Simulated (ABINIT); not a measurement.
Pd:

```
CELL_PARAMETERS angstrom
-1.57228 1.57228 1.57228
1.57228 -1.57228 1.57228
1.57228 1.57228 -1.57228
ATOMIC_POSITIONS crystal
Pd 0.00000 0.00000 0.00000
```

This isn't the form of Pd at room conditions, which is fcc.

- Program: ABINIT 10.8.3 (patched build)
- Task: single point
- Functional: PBEsol
- Potentials or basis: PseudoDojo NC SR PBEsol v0.4.1 standard
- Cutoff: 1116 eV
- k mesh: 12 × 12 × 12
- Occupations: fermi-dirac, width 0.05 eV
- Spin: no spin polarisation

On this cell: pressure -10.2 GPa; band gap on the k mesh none (metal or under the smearing width).

The same run follows on a disturbed copy (cell strained at random at fixed volume):

```
Pd
1.0
    -1.59918    1.54912    1.62845
     1.60297   -1.50854    1.59166
     1.57790    1.48727   -1.58787
Pd
1
Direct
  0.01291 0.99896 0.98783
```

What does the disturbed cell give?

The energy (extrapolated to zero smearing) moves by +0.2 meV/atom; pressure -10.1 GPa; band gap on the k mesh none (metal or under the smearing width).

Stress tensor (GPa, compression positive):
```
 -9.74   1.23  -0.41
  1.23 -11.15  -2.39
 -0.41  -2.39  -9.34
```
